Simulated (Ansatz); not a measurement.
Mg3Sb2 in the antiLa2O3 structure: a workflow

**What was measured.** “Chemical bonding origin of the unexpected isotropic physical properties in thermoelectric Mg3Sb2 and related materials”, 2018, pmc:6226478 reports, for a powder of Mg3Sb2 at 299 K: lattice constant a 4.56187 ± 0.00003 Å; lattice constant c 7.22944 ± 0.00006 Å.

Level of theory: DFT, PBE, scalar-relativistic, no spin polarisation; plane waves to 420 eV with PAW datasets (Ansatz 0.2.0), Γ-centred 8×8×4 mesh, 0.05 eV Gaussian smearing. The datasets are Ansatz's generated set soft_2.

The compound is reported in the structure type of the start.

The start:

```yaml
crystal:
  lattice:
    - [4.61955, 0.00000, 0.00000]
    - [-2.30978, 4.00065, 0.00000]
    - [0.00000, 0.00000, 7.19796]
  atoms:
    - { symbol: Sb, position: [0.33333, 0.66667, 0.24670] }
    - { symbol: Sb, position: [0.66667, 0.33333, 0.75330] }
    - { symbol: Mg, position: [0.00000, 0.00000, 0.00000] }
    - { symbol: Mg, position: [0.33333, 0.66667, 0.64700] }
    - { symbol: Mg, position: [0.66667, 0.33333, 0.35300] }
```

The runs in order:

| run | level | k-mesh | kind | V (Å³/atom) | P (GPa) | E − E(final) (meV/atom) | gap on the mesh (eV) |
| --- | --- | --- | --- | --- | --- | --- | --- |
| 1 | PBE | 8×8×4 | cell and atoms relaxed | 26.60 | 0.0 | 0.0 | 0.24 |

Cell and atoms are those of this level's equilibrium.

The final structure (symmetry read at 0.01 Å). The structure is trigonal, space group P-3m1 (No. 164). The conventional cell has a = 4.596 Å, b = 4.596 Å, c = 7.271 Å, α = 90.00°, β = 90.00°, γ = 120.00°. Sb (site symmetry 3m) is surrounded by 7 Mg at 2.85 to 3.12 Å. Mg (site symmetry -3m) is surrounded by 6 Sb at 3.12 Å. Mg (site symmetry 3m) has 4 Sb at 2.85 to 2.96 Å as nearest neighbours. (Shells end 15 % past the nearest neighbour.)

At the final geometry the gap, band path included, is 0.23 eV. The equation of state gives B0 = 42 GPa and B0′ = 4.4. The elastic tensor is positive definite (smallest eigenvalue 9.7 GPa). Against the elements' standard states, run alike and uncorrected, the formation energy is -0.38 eV/atom. The runs in the table took roughly 0.8 core-minutes.

**What lies behind the numbers.**

Formal charges Sb³⁻, Mg²⁺ balance and leave closed shells on every ion, so a band insulator is expected, and the gap is 0.23 eV.

Bader charges against formal ones: Sb −2.23 (−3), Mg +1.49 (+2). The cations give up 74 % of the formal charge; Bader charges stay under formal ones because the anions' density reaches into the cations' basins.

**Against experiment.** Against the measured lattice constant a of Mg3Sb2, 4.56187 Å (299 K; powder; “Chemical bonding origin of the unexpected isotropic physical properties in thermoelectric Mg3Sb2 and related materials”, 2018, pmc:6226478), the calculated 4.596 Å is off by +0.7 %. Measured lattice constant c of Mg3Sb2: 7.22944 Å (299 K; powder; “Chemical bonding origin of the unexpected isotropic physical properties in thermoelectric Mg3Sb2 and related materials”, 2018, pmc:6226478). This calculation gives 7.271 Å (+0.6 %). The calculation is for a static lattice, without zero-point motion or thermal expansion.

These numbers lack spin–orbit coupling. Spin–orbit coupling shifts the heavy anion's p levels by more than this gap and may close it.
